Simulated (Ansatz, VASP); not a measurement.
# Two plane-wave programs on Si

```
Si
1.0
     2.63107    0.00000    0.00000
    -1.31553    2.27857    0.00000
     0.00000    0.00000    2.51971
Si
1
Direct
  0.00000 0.00000 0.00000
```

Alike in both runs: functional r2SCAN; k mesh 6 × 6 × 6; occupations gaussian, width 0.1 eV; no spin polarisation.

Ansatz relaxed the structure, and its values are those at the end. VASP's run is a single point on that final structure, the one shown.

```csv
,VASP,Ansatz
version,VASP 6.6.1,Ansatz 0.2.0
potentials or method,"VASP PAW PBE potentials, release 64 (Si)","scalar-relativistic, plane waves, PAW"
plane-wave cutoff (eV),520,500
valence electrons in the cell,4,4
```

|  | VASP | Ansatz | Ansatz less VASP |
| --- | --- | --- | --- |
| gap on the k mesh at the Fermi level (eV) | none | none | - |
| pressure (GPa) | -0.1 | 0.0 | +0.08 |

A gap of «none» marks a metal or a gap that the smearing closes. The functional is the same, so the differences come from potentials, cutoffs and numerics.

Caveats: the k mesh is coarse (spacing up to 0.46 Å⁻¹), so the values aren't converged; the PAW data sets were made with another functional, which shifts forces and pressure a little (VASP).
